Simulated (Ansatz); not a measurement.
Molecular dynamics on a 2×2×2 supercell (16 atoms) of AlAs (zincblende), relaxed with r2SCAN. Forces come from PBE in the plane-wave code Ansatz: constant energy and volume (NVE), velocities drawn at 450 K, steps of 1 fs. Computed, non-magnetic; the trajectory is short and the cell small, so nothing here is a converged average.

```yaml
crystal:
  lattice:
    - [0.0, 5.6778492746, 5.6778492746]
    - [5.6778492746, 0.0, 5.6778492746]
    - [5.6778492746, 5.6778492746, 0.0]
  atoms:
    - { symbol: Al, position: [0.0, 0.0, 0.0] }
    - { symbol: As, position: [0.125, 0.125, 0.125] }
    - { symbol: Al, position: [0.0, 0.0, 0.5] }
    - { symbol: As, position: [0.125, 0.125, 0.625] }
    - { symbol: Al, position: [0.0, 0.5, 0.0] }
    - { symbol: As, position: [0.125, 0.625, 0.125] }
    - { symbol: Al, position: [0.0, 0.5, 0.5] }
    - { symbol: As, position: [0.125, 0.625, 0.625] }
    - { symbol: Al, position: [0.5, 0.0, 0.0] }
    - { symbol: As, position: [0.625, 0.125, 0.125] }
    - { symbol: Al, position: [0.5, 0.0, 0.5] }
    - { symbol: As, position: [0.625, 0.125, 0.625] }
    - { symbol: Al, position: [0.5, 0.5, 0.0] }
    - { symbol: As, position: [0.625, 0.625, 0.125] }
    - { symbol: Al, position: [0.5, 0.5, 0.5] }
    - { symbol: As, position: [0.625, 0.625, 0.625] }
kpoints:
  mp_grid: { grid: [2, 2, 2] }
hamiltonian:
  xc: pbe
scf:
  occupations: { method: fermi_dirac, width: 0.039 }
md:
  ensemble: nve
  temperature: 450
  timestep: 1.0
  n_steps: 40
  initial_velocities: maxwell_boltzmann
  seed: 2546
```

Command: `ansatz run input.yaml --threads 4 --pin off --max-ram 3686MiB --backend cpu --events-out ev --progress --plain --runs-dir out`. Wall time 92 s on 4 threads of Arm Neoverse V2 (shared host), load about 0.9 per core; peak host memory 1.2 GiB.

```
step  t (fs)  T (K)  free energy F from step 0 (meV/atom)  kinetic energy (meV/atom)  largest force (eV/Å)
   0       0    450                                   0.0                       54.5                  0.00
   1       1    449                                   0.1                       54.4                  0.09
   2       2    447                                   0.4                       54.1                  0.19
   3       3    442                                   0.9                       53.6                  0.28
   4       4    436                                   1.6                       52.9                  0.37
   5       5    429                                   2.5                       52.0                  0.45
   6       6    420                                   3.6                       51.0                  0.54
   7       7    411                                   4.8                       49.8                  0.62
   8       8    400                                   6.1                       48.4                  0.69
   9       9    388                                   7.5                       47.0                  0.76
  10      10    375                                   9.1                       45.5                  0.83
  11      11    362                                  10.6                       43.9                  0.89
  12      12    349                                  12.3                       42.3                  0.95
  13      13    336                                  13.9                       40.7                  1.01
  14      14    322                                  15.5                       39.1                  1.06
  15      15    309                                  17.0                       37.5                  1.10
  16      16    297                                  18.6                       36.0                  1.14
  17      17    285                                  20.0                       34.6                  1.18
  18      18    275                                  21.3                       33.3                  1.21
  19      19    265                                  22.5                       32.1                  1.23
  20      20    256                                  23.5                       31.0                  1.25
  21      21    249                                  24.4                       30.1                  1.26
  22      22    243                                  25.2                       29.4                  1.27
  23      23    238                                  25.7                       28.8                  1.28
  24      24    234                                  26.2                       28.4                  1.27
  25      25    232                                  26.4                       28.1                  1.27
  26      26    232                                  26.5                       28.1                  1.26
  27      27    232                                  26.4                       28.1                  1.24
  28      28    234                                  26.2                       28.3                  1.22
  29      29    237                                  25.9                       28.7                  1.19
  30      30    240                                  25.4                       29.1                  1.16
  31      31    245                                  24.8                       29.7                  1.12
  32      32    251                                  24.2                       30.4                  1.08
  33      33    256                                  23.5                       31.1                  1.04
  34      34    263                                  22.7                       31.8                  0.99
  35      35    269                                  21.9                       32.6                  0.94
  36      36    276                                  21.1                       33.4                  0.93
  37      37    282                                  20.4                       34.2                  0.92
  38      38    288                                  19.6                       34.9                  0.91
  39      39    294                                  19.0                       35.6                  0.90
  40      40    299                                  18.4                       36.2                  0.89
```

The temperature starts at 450 K, is lowest at step 26 (232 K, 26 fs) and ends at 299 K. The atoms start on their lattice sites with kinetic energy alone, so much of it first passes into potential energy. The conserved energy stays within 0.02 meV an atom. By the last step the atoms have moved 0.13 Å in the root mean square, the drift of the whole cell taken out, 0.21 Å at most.

Positions (Å) and forces (eV/Å) at step 40:
```
Al   0.075  -0.010  -0.080    -0.084  -0.085  -0.001
As   1.478   1.233   1.505    -0.077   0.541  -0.428
Al   2.813   2.763   0.054    -0.273  -0.114  -0.044
As   4.177   4.342   1.301     0.339   0.019   0.119
Al   2.988   0.020   2.947    -0.316  -0.359   0.412
As   4.372   1.552   4.270    -0.357  -0.302   0.330
Al   5.603   3.017   2.791     0.434  -0.052  -0.025
As   7.141   4.218   4.306    -0.152   0.545  -0.140
Al   0.017   2.729   2.775    -0.049   0.524   0.101
As   1.471   4.198   4.192    -0.412  -0.144  -0.007
Al   2.813   5.683   2.815    -0.217   0.190  -0.167
As   4.178   7.131   4.196     0.599  -0.470   0.466
Al   2.806   2.828   5.704     0.051  -0.107   0.331
As   4.234   4.261   7.140     0.480  -0.304  -0.376
Al   5.663   5.677   5.666    -0.174   0.096  -0.046
As   6.991   7.134   7.171     0.208   0.024  -0.525
```
